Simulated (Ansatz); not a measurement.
**Rh: enthalpy against pressure**

Rh, Fm-3m, a = 3.800 Å. Ansatz: r2SCAN, PAW, 500 eV, Γ-centred 18×18×18 mesh on 1 atom, Gaussian smearing 0.10 eV; no spin polarisation. Cell and atoms are relaxed at each pressure, and no other structure is tried, so the rows at high pressure may lie past a change of phase. y is the enthalpy over the state at zero pressure; there V0 = 13.717 Å³/atom. The pressures are the targets, met within 0.02 GPa.

```tsv
P (GPa)	y (eV/atom)
-3.0	-0.2582
0.0	0.0000
3.0	0.2554
8.0	0.6756
15.0	?
30.0	2.4541
60.0	4.7355
```

Question: Fit y = c1 P + c2 P² + c3 P³ to the other rows, say what c1 and c2 mean, and predict the missing value.

Answer: Least squares on the rows shown. y = 0.085557 P − 0.00013978 P² + 4.8742×10⁻⁷ P³. Since dH/dP = V, c1 is V0: 0.085557 eV/GPa × 160.2 = 13.706 Å³ against 13.717; c2 = −V0/(2B0) gives B0 = 306 GPa, where a Birch–Murnaghan fit to the volumes of the same runs (not shown) gives 282 GPa: a cubic over this range folds the higher terms into c2. At P = 15.0 the fit asked for gives 1.2535 eV/atom. The run gave 1.2530 eV/atom, so the fit is 0.0005 eV/atom too high, a small miss on the scale of the series.

The mesh isn't the same in all rows (18×18×18, 20×20×20).